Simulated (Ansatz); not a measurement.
Gd

```
Gd
1.0
    -2.02500    2.02500    2.02500
     2.02500   -2.02500    2.02500
     2.02500    2.02500   -2.02500
Gd
1
Direct
  0.00000 0.00000 0.00000
```

The cell is COD entry 1522526, as deposited and not checked against the literature; nothing was relaxed.

Where the f shell is localised, expect the real compound to differ from this run without U.

The magnetic state is the one reached from the start moments; no search over orders was made, so it needn't be the ground state.

No spin–orbit coupling, which matters for the heavy atoms here.

These are results of Ansatz 0.2.0, DFT, PBE, all-electron LAPW, scalar-relativistic, not measurements.

Numerical set-up: a Γ-centred 14×14×14 k mesh, Fermi–Dirac smearing of 0.08 eV, basis error target 0.5 meV/atom, spin-polarised from start moments Gd 7 μB.

```yaml
Density_of_states_at_the_Fermi_level_0.2_eV_bin: 1.88 states/eV per cell
Volume_per_atom: 33.22 Å³
```

**Question.** Moments in the spheres: what does the calculation give?

**Answer.** Gd 7.43 μB.

**Question.** Predict this quantity. Moment of the cell.

**Answer.** 7.61 μB.

**Question.** Predict this quantity. Pressure at this cell.

**Answer.** 0.16 GPa.

**Question.** Band gap: what does the calculation give?

**Answer.** none: bands cross the Fermi level, a metal.
